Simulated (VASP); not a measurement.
# SrCl2: cell size and functional

Aim: relax SrCl2 at several levels of theory and compare the cells. The starting structure is a measured crystal structure from the Crystallography Open Database. The first relaxation on each setting starts from this cell expanded by 3 % in volume.

Main program and level: VASP 6.6.1; Kohn-Sham DFT with plane waves and PAW; PBEsol, LDA, PBE, PBEsol + D3(BJ), r2SCAN and r2SCAN + rVV10.

### 1. Set-up

The structure is cubic, space group Fm-3m (No. 225). The conventional cell has a = 6.977 Å, b = 6.977 Å, c = 6.977 Å, α = 90.00°, β = 90.00°, γ = 90.00°. Sr has 8 Cl at 3.02 Å nearest. Nearest to Cl lie 4 Sr at 3.02 Å. Farther neighbours and most contacts between anions are not listed.

### 2. Relaxation with PBEsol

PBEsol restores the gradient expansion of exchange and is tuned for the cells of solids. This run starts from the cell of an earlier relaxation, which isn't shown; the restart sets up the plane waves anew.

File INCAR:

```
SYSTEM = SrCl2
PREC = Accurate
ENCUT = 450
EDIFF = 1E-06
NELM = 100
ISMEAR = 0
SIGMA = 0.03
LREAL = .FALSE.
ALGO = Normal
GGA = PS
NBANDS = 18
LORBIT = 11
LWAVE = .FALSE.
LCHARG = .FALSE.
KPAR = 4
IBRION = 2
NSW = 50
ISIF = 3
EDIFFG = -0.006
```

File POSCAR:

```
SrCl2
1.0
    0.0000000000      3.4573426203      3.4573426203
    3.4573426203      0.0000000000      3.4573426203
    3.4573426203      3.4573426203      0.0000000000
Sr Cl
1 2
Direct
    0.0000000000      0.0000000000      0.0000000000
    0.7500000000      0.7500000000      0.7500000000
    0.2500000000      0.2500000000      0.2500000000
```

File KPOINTS:

```
Automatic mesh
0
Gamma
6 6 6
0 0 0
```

PAW data sets: Sr_sv and Cl (PBE family, release 64).

Run with:

```
$ mpirun -np 4 vasp_std
```

The log of the run:

```text
[banner, memory and clock lines left out]
running    4 mpi-ranks, on    1 nodes
 distrk:  each k-point on    1 cores,    4 groups
 distr:  one band on    1 cores,    1 groups

 POSCAR found type information on POSCAR SrCl
 POSCAR found :  2 types and       3 ions
|                                                                             |
|               ----> ADVICE to this user running VASP <----                  |
|                                                                             |
|     You enforced a specific xc type in the INCAR file but a different       |
|     [... a line on the potential file left out ...]
|     I HOPE YOU KNOW WHAT YOU ARE DOING!                                     |
|                                                                             |

 LDA part: xc-table for (Slater+PW92), standard interpolation
 POSCAR, INCAR and KPOINTS ok, starting setup
 FFT: planning ... GRIDC
 FFT: planning ... GRID_SOFT
 FFT: planning ... GRID
 WAVECAR not read
 entering main loop
       N       E                     dE             d eps       ncg     rms          rms(c)
DAV:   1     0.135447193955E+03    0.13545E+03   -0.10792E+04   576   0.107E+03
DAV:   2    -0.508727135633E+01   -0.14053E+03   -0.13639E+03   754   0.222E+02
DAV:   3    -0.133711447520E+02   -0.82839E+01   -0.82649E+01   830   0.550E+01
DAV:   4    -0.135580916704E+02   -0.18695E+00   -0.18683E+00   916   0.730E+00
DAV:   5    -0.135608373536E+02   -0.27457E-02   -0.27452E-02   818   0.775E-01    0.148E+01
DAV:   6    -0.133347788963E+02    0.22606E+00   -0.48161E-01   672   0.391E+00    0.928E+00
DAV:   7    -0.133380767863E+02   -0.32979E-02   -0.30625E-01   808   0.344E+00    0.149E+00
DAV:   8    -0.133392891870E+02   -0.12124E-02   -0.48646E-02   706   0.120E+00    0.306E-01
DAV:   9    -0.133408752714E+02   -0.15861E-02   -0.17438E-03   762   0.259E-01    0.106E-01
DAV:  10    -0.133419883135E+02   -0.11130E-02   -0.77873E-04   682   0.143E-01    0.321E-02
DAV:  11    -0.133421753546E+02   -0.18704E-03   -0.18283E-04   772   0.631E-02    0.327E-02
DAV:  12    -0.133421973768E+02   -0.22022E-04   -0.31697E-05   686   0.261E-02    0.752E-03
DAV:  13    -0.133421983685E+02   -0.99167E-06   -0.13655E-06   736   0.629E-03
   1 F= -.13342198E+02 E0= -.13342198E+02  d E =-.133422E+02
 curvature:   0.00 expect dE= 0.000E+00 dE for cont linesearch  0.000E+00
 trial: gam= 0.00000 g(F)=  0.268E-46 g(S)=  0.343E-05 ort = 0.000E+00 (trialstep = 0.100E+01)
 search vector abs. value=  0.343E-05
 reached required accuracy - stopping structural energy minimisation
```

It took 9 s on 4 MPI ranks of AMD EPYC 7R43, shared host; peak memory 0.72 GiB; 31 s of CPU time.

Lines that name or quote the potential files are left out of all logs, and their timing lines are given in words.

OUTCAR, selected parts (step 2):

```text
ion  position               nearest neighbor table
   1  0.000  0.000  0.000-   2 2.99   2 2.99   2 2.99   2 2.99   3 2.99   3 2.99   3 2.99   3 2.99

  LATTYP: Found a face centered cubic cell.
 ALAT       =     6.9146852406

 Subroutine GETGRP returns: Found 48 space group operations
 (whereof 48 operations were pure point group operations)

The static configuration has the point symmetry O_h .

 Found     16 irreducible k-points:

   k-points           NKPTS =     16   k-points in BZ     NKDIM =     16   number of bands    NBANDS=     18

   dimension x,y,z NGX =    36 NGY =   36 NGZ =   36
   dimension x,y,z NGXF=    72 NGYF=   72 NGZF=   72

   ENCUT  =  450.0 eV  33.07 Ry    5.75 a.u.   8.46  8.46  8.46*2*pi/ulx,y,z

   NELECT =      24.0000    total number of electrons

 k-points in reciprocal lattice and weights: Automatic mesh
   0.00000000  0.00000000  0.00000000       0.005
   0.16666667  0.00000000  0.00000000       0.037
   0.33333333  0.00000000  0.00000000       0.037
   0.50000000  0.00000000  0.00000000       0.019
   0.16666667  0.16666667  0.00000000       0.028
   0.33333333  0.16666667  0.00000000       0.111
   0.50000000  0.16666667  0.00000000       0.111
  -0.33333333  0.16666667  0.00000000       0.111
  -0.16666667  0.16666667  0.00000000       0.056
[...]
-0.33333333  0.33333333  0.16666667       0.111
  -0.33333333  0.50000000  0.16666667       0.056

 average (electrostatic) potential at core
       1 -38.2344       2 -93.1640       3 -93.1640

 E-fermi :   0.4031

 k-point     1 :       0.0000    0.0000    0.0000
  band No.  band energies     occupation
    ...
      8      -2.0038      2.00000
      9      -2.0038      2.00000
     10      -0.0919      2.00000
     11      -0.0919      2.00000
     12      -0.0919      2.00000
     13       5.4929      0.00000
     14       6.2203      0.00000
     15       6.2203      0.00000
     16       9.1816      0.00000
     17       9.1816      0.00000
    ...

 k-point     2 :       0.1667    0.0000    0.0000
  band No.  band energies     occupation
    ...
      8      -1.8962      2.00000
      9      -1.8014      2.00000
     10      -0.4265      2.00000
     11      -0.2533      2.00000
     12      -0.2533      2.00000
     13       6.1065      0.00000
     14       6.4485      0.00000
     15       6.4485      0.00000
     16       8.2114      0.00000
     17       8.9977      0.00000
    ...

 k-point     3 :       0.3333    0.0000    0.0000
  band No.  band energies     occupation
    ...
      8      -1.6267      2.00000
      9      -1.4184      2.00000
     10      -0.9818      2.00000
     11      -0.6041      2.00000
     12      -0.6041      2.00000
     13       6.7940      0.00000
     14       6.7940      0.00000
     15       7.0038      0.00000
     16       8.2579      0.00000
     17       8.8841      0.00000
    ...

  Total       -0.0084283     -0.0084283     -0.0084283      0.0000000      0.0000000      0.0000000
  in kB       -0.1633784     -0.1633784     -0.1633784      0.0000000      0.0000000      0.0000000
  external PRESSURE =      -0.1633784 kB  Pullay stress =       0.0000000 kB

  energy-cutoff  :      450.00
  volume of cell :       82.65
      direct lattice vectors                 reciprocal lattice vectors
     0.000000000  3.457342620  3.457342620    -0.144619743  0.144619743  0.144619743
     3.457342620  0.000000000  3.457342620     0.144619743 -0.144619743  0.144619743
     3.457342620  3.457342620  0.000000000     0.144619743  0.144619743 -0.144619743

 POSITION                                       TOTAL-FORCE (eV/Angst)
 -----------------------------------------------------------------------------------
      0.00000      0.00000      0.00000         0.000000     -0.000000     -0.000000
      5.18601      5.18601      5.18601         0.000000      0.000000      0.000000
      1.72867      1.72867      1.72867        -0.000000     -0.000000     -0.000000
 -----------------------------------------------------------------------------------
    total drift:                                0.000000      0.000000      0.000000

  FREE ENERGIE OF THE ION-ELECTRON SYSTEM (eV)
  ---------------------------------------------------
  free  energy   TOTEN  =       -13.3421983685 eV

  energy  without entropy=      -13.3421983685  energy(sigma->0) =      -13.34219837

 reached required accuracy - stopping structural energy minimisation

 total charge
# of ion       s       p       d       tot
------------------------------------------
    1        1.997   5.744   0.165   7.906
    2        1.582   3.556   0.000   5.138
    3        1.582   3.556   0.000   5.138
--------------------------------------------------
tot          5.161  12.856   0.165  18.183

[... 3 further parts left out ...]
```

CONTCAR:

```
SrCl2
   1.00000000000000
     0.0000000000000000    3.4573426202999999    3.4573426202999999
     3.4573426202999999    0.0000000000000000    3.4573426202999999
     3.4573426202999999    3.4573426202999999    0.0000000000000000
  Sr              Cl
     1     2
Direct
     0.0000000000000000    0.0000000000000000    0.0000000000000000
     0.7500000000000000    0.7500000000000000    0.7500000000000000
     0.2500000000000000    0.2500000000000000    0.2500000000000000
```

The PAW data sets were made with PBE, which is usual practice but a small mismatch for other functionals. The run keeps the 48 symmetry operations of its start, so it cannot find a distortion of lower symmetry.

With PBEsol the relaxed cell holds 27.551 Å³ an atom, -2.64 % against the measured cell, with a = 6.915 Å.

### 3. Relaxation with LDA

LDA, the lowest rung, knows the local density alone. This run starts from the cell of an earlier relaxation, which isn't shown; the restart sets up the plane waves anew.

INCAR: that of step 2 with these lines changed.

```diff
@@ -9,3 +9,3 @@
 ALGO = Normal
-GGA = PS
+GGA = CA
 NBANDS = 18
```

File POSCAR:

```
SrCl2
1.0
    0.0000000000      3.4042253217      3.4042253217
    3.4042253217      0.0000000000      3.4042253217
    3.4042253217      3.4042253217      0.0000000000
Sr Cl
1 2
Direct
    0.0000000000      0.0000000000      0.0000000000
    0.7500000000      0.7500000000      0.7500000000
    0.2500000000      0.2500000000      0.2500000000
```

KPOINTS is that of step 2.

The projector-augmented-wave data sets are Sr_sv and Cl (LDA family, release 64).

Run with:

```
$ mpirun -np 4 vasp_std
```

The log of the run:

```text
[banner, memory and clock lines left out]
running    4 mpi-ranks, on    1 nodes
[...]
LDA part: xc-table for (Slater(with rela. corr.)+CA(PZ))
 , standard interpolation
 POSCAR, INCAR and KPOINTS ok, starting setup
[...]
entering main loop
       N       E                     dE             d eps       ncg     rms          rms(c)
DAV:   1     0.133088755963E+03    0.13309E+03   -0.10719E+04   576   0.107E+03
DAV:   2    -0.638489858324E+01   -0.13947E+03   -0.13575E+03   742   0.223E+02
DAV:   3    -0.141181226613E+02   -0.77332E+01   -0.77156E+01   792   0.543E+01
DAV:   4    -0.143845482346E+02   -0.26643E+00   -0.26617E+00   974   0.837E+00
[...]
DAV:  11    -0.140768110273E+02   -0.32089E-04   -0.23570E-05   728   0.317E-02    0.173E-02
DAV:  12    -0.140768128643E+02   -0.18370E-05   -0.47730E-06   846   0.118E-02    0.468E-03
DAV:  13    -0.140768132795E+02   -0.41521E-06   -0.46685E-07   544   0.421E-03
   1 F= -.14076813E+02 E0= -.14076813E+02  d E =-.140768E+02
[...]
N       E                     dE             d eps       ncg     rms          rms(c)
DAV:   1    -0.140769529514E+02   -0.14009E-03   -0.29297E-03   724   0.370E-01    0.879E-02
DAV:   2    -0.140768433470E+02    0.10960E-03   -0.28464E-04   700   0.102E-01    0.298E-02
DAV:   3    -0.140768196285E+02    0.23719E-04   -0.65291E-05   960   0.479E-02    0.231E-02
DAV:   4    -0.140768195095E+02    0.11898E-06   -0.47746E-06  1012   0.117E-02
   2 F= -.14076820E+02 E0= -.14076820E+02  d E =-.623001E-05
 trial-energy change:   -0.000006  1 .order   -0.000013   -0.000019   -0.000006
 step:   1.4713(harm=  1.4713)  dis= 0.00000  next Energy=   -14.076827 (dE=-0.142E-04)
 reached required accuracy - stopping structural energy minimisation
```

Elapsed: 10 s, on 4 MPI ranks; peak memory 0.63 GiB.

From OUTCAR (step 3):

```text
  Total       -0.0064018     -0.0064018     -0.0064018      0.0000000      0.0000000     -0.0000000
  in kB       -0.1301205     -0.1301205     -0.1301205      0.0000000      0.0000000     -0.0000000
  external PRESSURE =      -0.1301205 kB  Pullay stress =       0.0000000 kB

 POSITION                                       TOTAL-FORCE (eV/Angst)
 -----------------------------------------------------------------------------------
      3.40313      0.00000      3.40313        -0.000000     -0.000000     -0.000000
      5.10470      5.10470      5.10470         0.000000      0.000000      0.000000
      1.70157      1.70157      1.70157        -0.000000     -0.000000     -0.000000
 -----------------------------------------------------------------------------------
    total drift:                                0.000000      0.000000      0.000000

  FREE ENERGIE OF THE ION-ELECTRON SYSTEM (eV)
  ---------------------------------------------------
  free  energy   TOTEN  =       -14.0768195095 eV

  energy  without entropy=      -14.0768195095  energy(sigma->0) =      -14.07681951

[... 2 parts as in an earlier step ...]

[... 2 further parts left out ...]
[key lines of the parts left out:]
E-fermi :   0.6046
```

With LDA the relaxed cell holds 26.275 Å³ an atom, -7.15 % against the measured cell, with a = 6.806 Å. That is -4.63 % from PBEsol.

### 4. Relaxation with PBE

PBE, the usual starting point, adds the gradient of the density.

INCAR: that of step 3 with these lines changed.

```diff
@@ -9,3 +9,3 @@
 ALGO = Normal
-GGA = CA
+GGA = PE
 NBANDS = 18
```

File POSCAR:

```
SrCl2
1.0
    0.0000000000      3.5228903651      3.5228903651
    3.5228903651      0.0000000000      3.5228903651
    3.5228903651      3.5228903651      0.0000000000
Sr Cl
1 2
Direct
    0.0000000000      0.0000000000      0.0000000000
    0.7500000000      0.7500000000      0.7500000000
    0.2500000000      0.2500000000      0.2500000000
```

KPOINTS is that of step 3.

The projector-augmented-wave data sets are Sr_sv and Cl (PBE family, release 64).

Run with:

```
$ mpirun -np 4 vasp_std
```

The log of the run:

```text
[banner, memory and clock lines left out]
running    4 mpi-ranks, on    1 nodes
[...]
LDA part: xc-table for (Slater+PW92), standard interpolation
 POSCAR, INCAR and KPOINTS ok, starting setup
[...]
entering main loop
       N       E                     dE             d eps       ncg     rms          rms(c)
DAV:   1     0.133521747812E+03    0.13352E+03   -0.10803E+04   576   0.108E+03
DAV:   2    -0.419919944997E+01   -0.13772E+03   -0.13493E+03   766   0.215E+02
DAV:   3    -0.128088029581E+02   -0.86096E+01   -0.85863E+01   754   0.553E+01
DAV:   4    -0.130767159222E+02   -0.26791E+00   -0.26775E+00   990   0.821E+00
[...]
DAV:  12    -0.127901493785E+02   -0.13984E-04   -0.14309E-05   662   0.195E-02    0.496E-03
DAV:  13    -0.127901519728E+02   -0.25942E-05   -0.36752E-06   744   0.102E-02    0.408E-03
DAV:  14    -0.127901518087E+02    0.16408E-06   -0.54409E-07   514   0.457E-03
   1 F= -.12790152E+02 E0= -.12790152E+02  d E =-.127902E+02
[...]
N       E                     dE             d eps       ncg     rms          rms(c)
DAV:   1    -0.127902895270E+02   -0.13755E-03   -0.28614E-03   734   0.349E-01    0.784E-02
DAV:   2    -0.127901819622E+02    0.10756E-03   -0.26418E-04   708   0.923E-02    0.282E-02
DAV:   3    -0.127901583505E+02    0.23612E-04   -0.67594E-05   986   0.457E-02    0.199E-02
DAV:   4    -0.127901601865E+02   -0.18360E-05   -0.37437E-06   996   0.104E-02    0.132E-02
DAV:   5    -0.127901632028E+02   -0.30164E-05   -0.36092E-06   926   0.878E-03    0.267E-03
DAV:   6    -0.127901631667E+02    0.36116E-07   -0.18611E-07   342   0.320E-03
   2 F= -.12790163E+02 E0= -.12790163E+02  d E =-.113580E-04
 trial-energy change:   -0.000011  1 .order   -0.000011   -0.000019   -0.000002
 step:   1.1452(harm=  1.1452)  dis= 0.00000  next Energy=   -12.790163 (dE=-0.108E-04)
 reached required accuracy - stopping structural energy minimisation
```

It took 14 s on 4 MPI ranks; peak memory 0.76 GiB; 51 s of CPU time.

Parts of OUTCAR (step 4):

```text
  Total       -0.0025054     -0.0025054     -0.0025054      0.0000000      0.0000000      0.0000000
  in kB       -0.0459489     -0.0459489     -0.0459489      0.0000000      0.0000000      0.0000000
  external PRESSURE =      -0.0459489 kB  Pullay stress =       0.0000000 kB

 POSITION                                       TOTAL-FORCE (eV/Angst)
 -----------------------------------------------------------------------------------
      3.52177      0.00000      3.52177        -0.000000      0.000000     -0.000000
      5.28266      5.28266      5.28266        -0.000000     -0.000000     -0.000000
      1.76089      1.76089      1.76089         0.000000      0.000000      0.000000
 -----------------------------------------------------------------------------------
    total drift:                                0.000000      0.000000      0.000000

  FREE ENERGIE OF THE ION-ELECTRON SYSTEM (eV)
  ---------------------------------------------------
  free  energy   TOTEN  =       -12.7901631667 eV

  energy  without entropy=      -12.7901631667  energy(sigma->0) =      -12.79016317

[... 2 parts as in an earlier step ...]

[... 2 further parts left out ...]
[key lines of the parts left out:]
E-fermi :   0.1431
```

With PBE the relaxed cell holds 29.120 Å³ an atom, +2.90 % against the measured cell, with a = 7.044 Å. That is +5.70 % from PBEsol.

### 5. Relaxation with PBEsol + D3(BJ)

D3 with Becke-Johnson damping keeps a finite attraction at short range. This run starts from the cell of an earlier relaxation, which isn't shown; the restart sets up the plane waves anew.

INCAR: that of step 4 with these lines changed.

```diff
@@ -9,3 +9,4 @@
 ALGO = Normal
-GGA = PE
+GGA = PS
+IVDW = 12
 NBANDS = 18
```

File POSCAR:

```
SrCl2
1.0
    0.0000000000      3.4185087268      3.4185087268
    3.4185087268      0.0000000000      3.4185087268
    3.4185087268      3.4185087268      0.0000000000
Sr Cl
1 2
Direct
    0.0000000000      0.0000000000      0.0000000000
    0.7500000000      0.7500000000      0.7500000000
    0.2500000000      0.2500000000      0.2500000000
```

KPOINTS is that of step 4.

Run with:

```
$ mpirun -np 4 vasp_std
```

The log of the run:

```text
[banner, memory and clock lines left out]
running    4 mpi-ranks, on    1 nodes
[...]
[... a notice as in an earlier step ...]

 LDA part: xc-table for (Slater+PW92), standard interpolation
 POSCAR, INCAR and KPOINTS ok, starting setup
[...]
entering main loop
       N       E                     dE             d eps       ncg     rms          rms(c)
DAV:   1     0.126006137263E+03    0.12601E+03   -0.10715E+04   576   0.107E+03
DAV:   2    -0.612478987839E+01   -0.13213E+03   -0.12851E+03   760   0.219E+02
DAV:   3    -0.133351768430E+02   -0.72104E+01   -0.71920E+01   764   0.521E+01
DAV:   4    -0.135393988623E+02   -0.20422E+00   -0.20407E+00   954   0.777E+00
[...]
DAV:  11    -0.133289680082E+02   -0.14845E-03   -0.14161E-04   744   0.558E-02    0.330E-02
DAV:  12    -0.133289896760E+02   -0.21668E-04   -0.33914E-05   644   0.270E-02    0.783E-03
DAV:  13    -0.133289899805E+02   -0.30452E-06   -0.70406E-07   724   0.513E-03
   1 F= -.13996429E+02 E0= -.13996429E+02  d E =-.139964E+02
[...]
reached required accuracy - stopping structural energy minimisation
```

It took 9.4 s on 4 MPI ranks; peak memory 0.73 GiB.

Parts of OUTCAR (step 5):

```text
 Edisp (eV)   -0.66744

  Total      -0.01553    -0.01553    -0.01553     0.00000     0.00000    -0.00000
  in kB      -0.31149    -0.31149    -0.31149     0.00000     0.00000    -0.00000
  external pressure =       -0.31 kB  Pullay stress =        0.00 kB

 POSITION                                       TOTAL-FORCE (eV/Angst)
 -----------------------------------------------------------------------------------
      0.00000      0.00000      0.00000         0.000000     -0.000000     -0.000000
      5.12776      5.12776      5.12776         0.000000      0.000000      0.000000
      1.70925      1.70925      1.70925        -0.000000     -0.000000     -0.000000
 -----------------------------------------------------------------------------------
    total drift:                                0.000000      0.000000      0.000000

  FREE ENERGIE OF THE ION-ELECTRON SYSTEM (eV)
  ---------------------------------------------------
  free  energy   TOTEN  =       -13.9964288121 eV

  energy  without entropy=      -13.9964288121  energy(sigma->0) =      -13.99642881

[... 2 parts as in an earlier step ...]

[... 2 further parts left out ...]
[key lines of the parts left out:]
E-fermi :   0.6851
```

With PBEsol + D3(BJ) the relaxed cell holds 26.633 Å³ an atom, -5.89 % against the measured cell, with a = 6.837 Å. That is -3.33 % from PBEsol.

(Part 1 of 2 ends here.)

[Lines on the potential files, build, host, timing and source positions are cut from VASP's logs without a mark.]

[Logs are printed without paths, hosts, clocks, repeated set-up lines and the standing remarks that a program may print on its own settings, such as how far it seeks lower states.]

[Hosts, paths, dates, database ids (printed as entryN), source tags and the programs' standing remarks are cut or masked in the printed files.]
